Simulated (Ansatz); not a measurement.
Crystal: MnS.

```xyz
2
Lattice="0.0000 2.4735 2.4735 2.4735 0.0000 2.4735 2.4735 2.4735 0.0000" Properties=species:S:1:pos:R:3 pbc="T T T"
Mn    0.0000    0.0000    0.0000
S     3.7102    3.7102    3.7102
```

The cell is a database's computed one.

Base run:

* Program: Ansatz 0.2.0
* Functional: PBEsol
* Potentials or basis: all-electron LAPW, scalar-relativistic
* Cutoff: 344 eV (chosen from the basis error)
* Basis error allowed: 0.001 eV/atom
* k mesh: 9 × 9 × 9
* Occupations: fermi-dirac, width 0.05 eV
* Spin: collinear spin, ferromagnetic start
* Starting moments: [4.0, 0.0] μB

Its results: pressure -3.0 GPa; net moment 0.24 μB per cell; site moments Mn +0.23; S -0.00 μB.

Task: The run is repeated on the same cell with these changes: functional from PBEsol to PBE. What comes out?

Result: Pressure 3.0 GPa; net moment 0.23 μB per cell; site moments Mn +0.22; S -0.00 μB.

PBE binds less tightly than PBEsol, so the same cell stands under more pressure.

Caveats: the moment fell far below its start of 4 μB, so a state of higher moment may lie lower in energy; the starting moments weren't kept.
